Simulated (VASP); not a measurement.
# InP (F-43m) in VASP: a series of runs

Runs on InP. Level: PBEsol. Tasks: single point, relaxation of cell and atoms.

Everything below comes from runs of VASP 6.6.1. Logs are shortened: lines on timing, memory, paths and dates and some standing lists are left out, and cuts for length are marked.

**The experiment to reproduce.**

A printed reference work, data compilation reports, for a bulk crystal of InP at 1.6 K: band gap 1.4236 eV (direct).

The runs below are set against these values where they give the same quantity.

## (1) The cell of the first run

It takes space group F-43m (No. 216, cubic). Conventional cell: a = 5.878 Å, b = 5.878 Å, c = 5.878 Å, α = 90.00°, β = 90.00°, γ = 90.00°. In (site symmetry -43m) has 4 P at 2.55 Å within 3.4 Å. P (site symmetry -43m) has 4 In at 2.55 Å within 3.4 Å.

## (2) Single point, PBEsol

Input file INCAR:

```
PREC = Accurate ; ENCUT = 520
EDIFF = 1E-7 ; ISMEAR = -1
SIGMA = 0.05 ; LREAL = False
LASPH = True ; NELM = 100
ALGO = Normal ; ISIF = 2
LWAVE = False ; LCHARG = False
GGA = PS ; NBANDS = 16
```

Input file KPOINTS:

```
Automatic mesh
0
Gamma
  8 8 8
```

Input file POSCAR:

```
InP
1.0
    0.0000000000      2.9391242575      2.9391242575
    2.9391242575      0.0000000000      2.9391242575
    2.9391242575      2.9391242575      0.0000000000
In P
1 1
Direct
    0.0000000000      0.0000000000      0.0000000000
    0.7500000000      0.7500000000      0.7500000000
```

Potentials or basis: VASP PAW PBE potentials, release 64 (In_d, P).

Command:

```console
cat potpaw_PBE.64/In_d/POTCAR potpaw_PBE.64/P/POTCAR > POTCAR
mpirun -np 1 vasp_std > vasp.out
```

OUTCAR:

```text
PREC = Accurate
   ENCUT = 520
   EDIFF = 1E-7
   ISMEAR = -1
   LREAL = False
   LASPH = True
   NELM = 100
   ISIF = 2
   GGA = PS

 ion  position               nearest neighbor table
   1  0.000  0.000  0.000-   2 2.55   2 2.55   2 2.55   2 2.55
   2  0.750  0.750  0.750-   1 2.55   1 2.55   1 2.55   1 2.55

  LATTYP: Found a face centered cubic cell.
 ALAT       =     5.8782485150

  Lattice vectors:

 A1 = (   0.0000000000,   2.9391242575,   2.9391242575)
 A2 = (   2.9391242575,   0.0000000000,   2.9391242575)
 A3 = (   2.9391242575,   2.9391242575,   0.0000000000)

Analysis of symmetry for initial positions (statically):
=====================================================================
 Subroutine PRICEL returns:
 Original cell was already a primitive cell.

 Routine SETGRP: Setting up the symmetry group for a
 face centered cubic supercell.

 Subroutine GETGRP returns: Found 24 space group operations
 (whereof 24 operations were pure point group operations)
 out of a pool of 48 trial point group operations.

The static configuration has the point symmetry T_d .

Analysis of symmetry for dynamics (positions and initial velocities):
=====================================================================
 Subroutine PRICEL returns:
 Original cell was already a primitive cell.

 Routine SETGRP: Setting up the symmetry group for a
 face centered cubic supercell.

 Subroutine GETGRP returns: Found 24 space group operations
 (whereof 24 operations were pure point group operations)
 out of a pool of 48 trial point group operations.

The dynamic configuration has the point symmetry T_d .

 Subroutine INISYM returns: Found 24 space group operations
 (whereof 24 operations are pure point group operations),
 and found     1 'primitive' translations

----------------------------------------------------------------------------------------

                                     Primitive cell

  volume of cell :      50.7790

  direct lattice vectors                    reciprocal lattice vectors
     0.000000000  2.939124258  2.939124258    -0.170118701  0.170118701  0.170118701
     2.939124258  0.000000000  2.939124258     0.170118701 -0.170118701  0.170118701
     2.939124258  2.939124258  0.000000000     0.170118701  0.170118701 -0.170118701

  length of vectors
     4.156549386  4.156549386  4.156549386     0.294654233  0.294654233  0.294654233

  position of ions in fractional coordinates (direct lattice)
     0.000000000  0.000000000  0.000000000
     0.750000000  0.750000000  0.750000000

  ion indices of the primitive-cell ions
   primitive index   ion index
                 1           1
                 2           2

----------------------------------------------------------------------------------------

 KPOINTS: Automatic mesh

Automatic generation of k-mesh.
 Grid dimensions read from file:
 generate k-points for:    8    8    8

 Generating k-lattice:

  Cartesian coordinates                     Fractional coordinates (reciprocal lattice)
    -0.021264838  0.021264838  0.021264838     0.125000000  0.000000000  0.000000000
     0.021264838 -0.021264838  0.021264838     0.000000000  0.125000000  0.000000000
     0.021264838  0.021264838 -0.021264838     0.000000000  0.000000000  0.125000000

  Length of vectors
     0.036831779  0.036831779  0.036831779

  Shift w.r.t. Gamma in fractional coordinates (k-lattice)
     0.000000000  0.000000000  0.000000000

 Subroutine IBZKPT returns following result:
 ===========================================

 Found     29 irreducible k-points:

 Following reciprocal coordinates:
            Coordinates               Weight
  0.000000  0.000000  0.000000      1.000000
  0.125000  0.000000  0.000000      8.000000
  0.250000  0.000000  0.000000      8.000000
  0.375000  0.000000  0.000000      8.000000
  0.500000  0.000000  0.000000      4.000000
  0.125000  0.125000  0.000000      6.000000
[... 16 lines left out ...]
  0.500000  0.250000  0.125000     48.000000
 -0.375000  0.250000  0.125000     24.000000
 [... further k-points ...]
   k-points           NKPTS =     29   k-points in BZ     NKDIM =     29   number of bands    NBANDS=     16
   number of dos      NEDOS =    301   number of ions     NIONS =      2
   total plane-waves  NPLWV =  32768
   dimension x,y,z NGX =    32 NGY =   32 NGZ =   32
   dimension x,y,z NGXF=    64 NGYF=   64 NGZF=   64
   ions per type =               1   1
   NGX,Y,Z   is equivalent  to a cutoff of  12.80, 12.80, 12.80 a.u.
   NGXF,Y,Z  is equivalent  to a cutoff of  25.60, 25.60, 25.60 a.u.
 SYSTEM =  unknown system
   PREC   = accura    normal or accurate (medium, high low for compatibility)
   ISTART =      0    job   : 0-new  1-cont  2-samecut
   ICHARG =      2    charge: 1-file 2-atom 10-const
   ISPIN  =      1    spin polarized calculation?
   LNONCOLLINEAR =      F non collinear calculations
   LSORBIT =      F    spin-orbit coupling
   LASPH  =      T    aspherical Exc in radial PAW
   ENCUT  =  520.0 eV  38.22 Ry    6.18 a.u.   7.73  7.73  7.73*2*pi/ulx,y,z
   NELM   =    100;   NELMIN=  2; NELMDL= -5     # of ELM steps
   EDIFF  = 0.1E-06   stopping-criterion for ELM
   LREAL  =      F    real-space projection
   EDIFFG = 0.1E-05   stopping-criterion for IOM
   NSW    =      0    number of steps for IOM
   IBRION =     -1    ionic relax: 0-MD 1-quasi-New 2-CG
   NFREE  =      0    steps in history (QN), initial steepest desc. (CG)
   ISIF   =      2    stress and relaxation
   ISYM   =      2    0-nonsym 1-usesym 2-fastsym
   POTIM  = 0.5000    time-step for ionic-motion
   TEBEG  =    0.0;   TEEND  =   0.0 temperature during run
   PSTRESS=    0.0 pullay stress
   NELECT =      18.0000    total number of electrons
   NUPDOWN=      -1.0000    fix difference up-down
   EMIN   =  10.00;   EMAX   =-10.00  energy-range for DOS
   EFERMI =   0.00;   METHOD = LEGACY
   ISMEAR =    -1;   SIGMA  =   0.05  broadening in eV -4-tet -1-fermi 0-gaus
   EFERMI_NEDOS =   21; number of points for ismear=-14 and -15
   IALGO  =     38    algorithm
   IMIX   =      4    mixing-type and parameters
     AMIX     =   0.40;   BMIX     =  1.00
     AMIX_MAG =   1.60;   BMIX_MAG =  1.00
  volume/ion in A,a.u.               =      25.39       171.34
  Fermi-wavevector in a.u.,A,eV,Ry     =   1.158611  2.189458 18.264187  1.342380
  Thomas-Fermi vector in A             =   2.295212
   LORBIT       =      0    0 simple, 1 ext, 2 COOP (PROOUT), +10 PAW based schemes
   GGA     = PS    functional components
   LHFCALC =     F    Hartree Fock is set to
   AEXX    =    0.0000 exact exchange contribution
   IVDW    =     0    specifies the selected vdW correction
   LEPSILON=     F    determine dielectric tensor
   LRPA    =     F    only Hartree local field effects (RPA)
 non-spin polarized calculation
  energy-cutoff  :      520.00
  volume of cell :       50.78
 maximum number of plane-waves:      1384
   NGX = 15   NGY = 15   NGZ = 15

 number of electron      18.0000007 magnetization

 Free energy of the ion-electron system (eV)
  ---------------------------------------------------
  ext. energy  EPLUGINS =         0.00000000
  ---------------------------------------------------
  free energy    TOTEN  =        -9.15478838 eV

  energy without entropy =       -9.15477102  energy(sigma->0) =       -9.15477970

 E-fermi :   5.3112     XC(G=0):  -9.4401

 val. band max:        4.9961850715   @ k =   0.0000   0.0000   0.0000
 cond. band min:       5.5634889942   @ k =   0.0000   0.0000   0.0000
 fundamental gap:      0.5673039227
 Fermi energy:         5.3111680706

 k-point     1 :       0.0000    0.0000    0.0000
  band No.  band energies     occupation
      1      -9.1358      2.00000
      2      -9.1358      2.00000
      3      -9.1358      2.00000
      4      -8.9855      2.00000
      5      -8.9855      2.00000
      6      -6.4915      2.00000
[... 8 lines left out ...]
     15      14.4114      0.00000
     16      14.4114      0.00000

 k-point     2 :       0.1250    0.0000    0.0000
  band No.  band energies     occupation
      1      -9.1545      2.00000
      2      -9.1284      2.00000
      3      -9.1284      2.00000
      4      -8.9855      2.00000
      5      -8.9855      2.00000
      6      -6.3138      2.00000
[... 8 lines left out ...]
     15      13.7415      0.00000
     16      14.1061      0.00000

 k-point     3 :       0.2500    0.0000    0.0000
  band No.  band energies     occupation
      1      -9.1974      2.00000
      2      -9.1128      2.00000
      3      -9.1128      2.00000
      4      -8.9830      2.00000
      5      -8.9830      2.00000
      6      -5.8171      2.00000
[... 8 lines left out ...]
     15      13.5105      0.00000
     16      13.9169      0.00000

 k-point     4 :       0.3750    0.0000    0.0000
  band No.  band energies     occupation
      1      -9.2375      2.00000
      2      -9.1010      2.00000
      3      -9.1010      2.00000
      4      -8.9764      2.00000
      5      -8.9764      2.00000
      6      -5.1511      2.00000
[... 8 lines left out ...]
     15      14.4423      0.00000
     16      14.4423      0.00000

 k-point     5 :       0.5000    0.0000    0.0000
  band No.  band energies     occupation
      1      -9.2535      2.00000
      2      -9.0975      2.00000
      3      -9.0975      2.00000
      4      -8.9723      2.00000
      5      -8.9723      2.00000
      6      -4.7703      2.00000
[... 8 lines left out ...]
     15      15.5845      0.00000
     16      15.5845      0.00000

 k-point     6 :       0.1250    0.1250    0.0000
  band No.  band energies     occupation
      1      -9.1682      2.00000
      2      -9.1213      2.00000
      3      -9.1213      2.00000
      4      -8.9916      2.00000
      5      -8.9805      2.00000
      6      -6.2552      2.00000
[... 8 lines left out ...]
     15      14.5239      0.00000
     16      14.5543      0.00000

 k-point     7 :       0.2500    0.1250    0.0000
  band No.  band energies     occupation
      1      -9.2029      2.00000
      2      -9.1078      2.00000
      3      -9.1047      2.00000
      4      -8.9958      2.00000
      5      -8.9755      2.00000
      6      -5.8646      2.00000
[... 8 lines left out ...]
     15      14.4158      0.00000
     16      15.1999      0.00000

 k-point     8 :       0.3750    0.1250    0.0000
  band No.  band energies     occupation
      1      -9.2378      2.00000
      2      -9.0977      2.00000
      3      -9.0912      2.00000
      4      -8.9925      2.00000
      5      -8.9705      2.00000
      6      -5.2404      2.00000
[... 8 lines left out ...]
     15      14.8311      0.00000
     16      15.0145      0.00000

 k-point     9 :       0.5000    0.1250    0.0000
  band No.  band energies     occupation
      1      -9.2570      2.00000
      2      -9.0937      2.00000
      3      -9.0869      2.00000
      4      -8.9828      2.00000
      5      -8.9705      2.00000
      6      -4.7041      2.00000
[... 8 lines left out ...]
     15      15.4773      0.00000
     16      15.6142      0.00000
[... 172 lines left out ...]
 k-point    19 :       0.5000    0.3750    0.0000
  band No.  band energies     occupation
      1      -9.3052      2.00000
      2      -9.0479      2.00000
      3      -9.0405      2.00000
      4      -9.0260      2.00000
      5      -8.9558      2.00000
      6      -4.2539      2.00000
[... 8 lines left out ...]
     15      15.8547      0.00000
     16      16.8915      0.00000

 k-point    20 :      -0.3750    0.3750    0.0000
  band No.  band energies     occupation
      1      -9.2912      2.00000
      2      -9.0638      2.00000
      3      -9.0470      2.00000
      4      -9.0123      2.00000
      5      -8.9655      2.00000
      6      -4.1271      2.00000
[... 8 lines left out ...]
     15      14.8201      0.00000
     16      17.7511      0.00000

 k-point    21 :       0.5000    0.5000    0.0000
  band No.  band energies     occupation
      1      -9.3187      2.00000
      2      -9.0366      2.00000
      3      -9.0326      2.00000
      4      -9.0326      2.00000
      5      -8.9509      2.00000
      6      -4.1159      2.00000
[... 8 lines left out ...]
     15      15.7576      0.00000
     16      16.7358      0.00000

 k-point    22 :       0.3750    0.2500    0.1250
  band No.  band energies     occupation
      1      -9.2348      2.00000
      2      -9.0938      2.00000
      3      -9.0875      2.00000
      4      -9.0008      2.00000
      5      -8.9706      2.00000
      6      -5.4043      2.00000
[... 8 lines left out ...]
     15      15.1146      0.00000
     16      16.4561      0.00000

 k-point    23 :       0.5000    0.2500    0.1250
  band No.  band energies     occupation
      1      -9.2584      2.00000
      2      -9.0886      2.00000
      3      -9.0731      2.00000
      4      -8.9970      2.00000
      5      -8.9704      2.00000
      6      -4.7940      2.00000
[... 8 lines left out ...]
     15      15.7067      0.00000
     16      16.3025      0.00000

 k-point    24 :      -0.3750    0.2500    0.1250
  band No.  band energies     occupation
      1      -9.2669      2.00000
      2      -9.0881      2.00000
      3      -9.0682      2.00000
      4      -8.9912      2.00000
      5      -8.9728      2.00000
      6      -4.4531      2.00000
[... 8 lines left out ...]
     15      15.5702      0.00000
     16      16.2339      0.00000

 [... further k-points ...]

------------------------ aborting loop because EDIFF is reached ----------------------------------------

  FORCE on cell =-STRESS in cart. coord.  units (eV):
  Direction    XX          YY          ZZ          XY          YZ          ZX
  --------------------------------------------------------------------------------------
  -------------------------------------------------------------------------------------
  Total       -0.0064680     -0.0064680     -0.0064680     -0.0000000      0.0000000     -0.0000000
  in kB       -0.2040792     -0.2040792     -0.2040792     -0.0000000      0.0000000     -0.0000000
  external PRESSURE =      -0.2040792 kB  Pullay stress =       0.0000000 kB

 VOLUME and BASIS-vectors are now :
 -----------------------------------------------------------------------------
  energy-cutoff  :      520.00
  volume of cell :       50.78
      direct lattice vectors                 reciprocal lattice vectors
     0.000000000  2.939124258  2.939124258    -0.170118701  0.170118701  0.170118701
     2.939124258  0.000000000  2.939124258     0.170118701 -0.170118701  0.170118701
     2.939124258  2.939124258  0.000000000     0.170118701  0.170118701 -0.170118701

 POSITION                                       TOTAL-FORCE (eV/Angst)
 -----------------------------------------------------------------------------------
      0.00000      0.00000      0.00000         0.000000     -0.000000     -0.000000
      4.40869      4.40869      4.40869        -0.000000      0.000000      0.000000
 -----------------------------------------------------------------------------------
    total drift:                                0.000000      0.000000      0.000000

  FREE ENERGIE OF THE ION-ELECTRON SYSTEM (eV)
  ---------------------------------------------------
  free  energy   TOTEN  =        -9.1547883766 eV

  energy  without entropy=       -9.1547710215  energy(sigma->0) =       -9.15477970
```

It took 36 s on 1 thread of AMD EPYC 7R43 (Zen 3), shared host; peak memory 0.15 GiB.

What came out:

| Quantity | Value |
| --- | --- |
| Free energy | -9.1548 eV |
| Pressure | 0.0 GPa |
| Band gap on the k mesh | 0.57 eV, direct |

Caveat: the PAW data sets were made with another functional, which shifts forces and pressure a little; spin-orbit coupling is left out, which moves the levels of the heavy elements.

(Part 1 of 2 ends here.)
